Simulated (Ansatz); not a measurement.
Geometry optimisation, Ansatz, DFT PBEsol, scalar-relativistic, plane waves, PAW.

Input file:

```yaml
crystal:
  lattice:
    - [-3.237351, -5.607256, 0.0]
    - [4.856027, -2.803628, 0.0]
    - [0.0, 0.0, 5.222061]
  atoms:
    - { symbol: Zn, position: [0.50000008, 0.66666665, 0.50059173] }
    - { symbol: Zn, position: [0.50000005, 0.33333333, 0.0005917] }
    - { symbol: O, position: [0.50000008, 0.66666665, 0.87971835] }
    - { symbol: O, position: [0.50000005, 0.33333333, 0.37971832] }
    - { symbol: Zn, position: [0.25000003, 0.16666667, 0.50059173] }
    - { symbol: Zn, position: [0.25000007, 0.8333333, 0.0005917] }
    - { symbol: O, position: [0.25000003, 0.16666667, 0.87971835] }
    - { symbol: O, position: [0.25000007, 0.8333333, 0.37971832] }
    - { symbol: Zn, position: [4.0e-08, 0.66666664, 0.50059173] }
    - { symbol: Zn, position: [-0.25, 0.16666665, -0.49940833] }
    - { symbol: O, position: [4.0e-08, 0.66666664, 0.87971835] }
    - { symbol: O, position: [2.0e-08, 0.33333331, 0.37971832] }
    - { symbol: Zn, position: [0.7500001, 0.83333331, 0.0005917] }
    - { symbol: O, position: [0.75000006, 0.16666669, 0.87971835] }
    - { symbol: O, position: [0.7500001, 0.83333331, 0.37971832] }
basis:
  ecutwfc: 420.0
kpoints:
  mp_grid: { grid: [2, 2, 2] }
hamiltonian:
  xc: pbesol
  pseudopotentials: { kind: paw, azcp: { folder: soft_1 } }
scf:
  occupations: { method: fermi_dirac, width: 0.05 }
  lower_state_search: "off"
relax:
  f_tol: 0.03
  max_steps: 60
  adjacent_minimum: "off"
```

Launched with:

```bash
$ ansatz run input.yaml --threads 1 --pin off --max-ram 3072MiB --backend cpu --events-out ev --progress --plain --runs-dir out
```

**Question.** Where does it end, and by what steps?

**Answer.** The run converged. The force dipped under the threshold on the way, but the program's further checks kept it going. Limits of this set-up: coarse k mesh, PAW files made for another functional. After 5 steps the energy has fallen by 0.451 eV; O11 moved furthest, 0.23 Å.

| step | energy less start (eV) | largest force component (eV/Å) | accepted |
| --- | --- | --- | --- |
| 0 | 0.0000 | 0.966 | yes |
| 1 | -0.2463 | 0.621 | yes |
| 2 | -0.4432 | 0.152 | yes |
| 3 | -0.4470 | 0.153 | yes |
| 4 | -0.4507 | 0.006 | yes |
| 5 | -0.4507 | 0.005 | yes |

```xyz
15
Lattice="-3.2374 -5.6073 0.0000 4.8560 -2.8036 0.0000 0.0000 0.0000 5.2221" Properties=species:S:1:pos:R:3
Zn 1.628 -4.678 2.624
Zn -0.006 -3.735 0.025
O 1.593 -4.658 4.608
O 0.004 -3.740 1.985
Zn 0.025 -1.851 2.639
Zn 3.251 -3.727 -0.010
O -0.177 -1.985 4.534
O 3.234 -3.742 1.963
Zn 3.208 -1.852 2.616
Zn 1.615 0.904 -2.583
O 3.427 -1.978 4.516
O 1.613 -0.931 2.148
Zn 1.616 -6.559 -0.010
O -1.607 -4.462 4.534
O 1.620 -6.537 1.963
```

Whether the end is a true minimum wasn't checked by a vibrational analysis.

The run took 38 s on 1 thread of Arm Neoverse V2 (shared host), peak memory 0.45 GiB.
